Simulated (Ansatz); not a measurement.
## CoSn2: enthalpy against pressure

CoSn2, I4/mcm, a = 6.280 Å, c = 5.398 Å. The structure is a COD entry; whether it is the stable form wasn't checked. Ansatz: PBEsol, PAW, 420 eV, Γ-centred 8×8×8 mesh on 6 atoms, Gaussian smearing 0.10 eV; no spin polarisation. Cell and atoms are relaxed at each pressure, and no other structure is tried, so the rows at high pressure may lie past a change of phase. y is the enthalpy over the state at zero pressure; there V0 = 17.737 Å³/atom. The pressures are the targets, met within 0.06 GPa.

```tsv
P (GPa)	y (eV/atom)
-1.0	-0.1112
0.0	0.0000
1.0	0.1102
4.0	0.4358
12.0	1.2717
25.0	2.5532
50.0	?
90.0	8.1552
```

Task: Fit y = c1 P + c2 P² + c3 P³ to the other rows, say what c1 and c2 mean, and predict the missing value.

Result: Least squares on the rows shown. y = 0.11013 P − 0.00036036 P² + 1.5941×10⁻⁶ P³. Since dH/dP = V, c1 is V0: 0.11013 eV/GPa × 160.2 = 17.643 Å³ against 17.737; c2 = −V0/(2B0) gives B0 = 153 GPa, where a Birch–Murnaghan fit to the volumes of the same runs (not shown) gives 119 GPa: a cubic over this range folds the higher terms into c2. Above P = −c2/(3 c3) = 75 GPa the cubic's slope, the volume, would rise with pressure, so the form fails there. At P = 50.0 the fit asked for gives 4.8049 eV/atom. The run gave 4.8341 eV/atom, so the fit is 0.0292 eV/atom too low, 0.35 % of the span of the series, against an rms of 0.0006 eV/atom on the fitted rows. With a term in P⁴ added, a fit to the same known rows predicts 4.8567 eV/atom, a smaller miss on the other side.

Spin polarisation was left out, and a magnetic state may lie lower. The mesh isn't the same in all rows (8×8×8, 10×10×10).